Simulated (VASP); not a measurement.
Here is a VASP 6.6.1 calculation.

Contents of INCAR:

```
PREC     = Accurate       # precision mode
ENCUT    = 520            # plane-wave cutoff, eV
EDIFF    = 1E-6           # SCF threshold, eV
ISMEAR   = 1              # smearing method
SIGMA    = 0.2            # smearing width, eV
LREAL    = False          # projectors in reciprocal space
LASPH    = True           # aspherical terms in the spheres
NELM     = 60             # most SCF steps
ALGO     = Normal         # electronic algorithm
ISIF     = 2              # what is computed and relaxed
LWAVE    = False          # write WAVECAR
LCHARG   = False          # write CHGCAR
GGA      = PE             # functional
ICORELEVEL= 1
```

The input KPOINTS:

```
Automatic mesh
0
Gamma
  10 10 10
```

The input POSCAR:

```
In
1.0
   -1.8825252400      1.8825252400      1.8825252400
    1.8825252400     -1.8825252400      1.8825252400
    1.8825252400      1.8825252400     -1.8825252400
In
1
Direct
    0.0000000000      0.0000000000      0.0000000000
```

Potentials or basis: VASP PAW PBE potentials, release 64 (In_d).

Command:

```sh
$ cat potpaw_PBE.64/In_d/POTCAR > POTCAR
$ mpirun -np 1 vasp_std > vasp.out
```

(1) Predict the pressure.

(2) Predict the band gap on the k mesh.

## Answers

(1) 1.5 GPa.

(2) none (metal or under the smearing width).
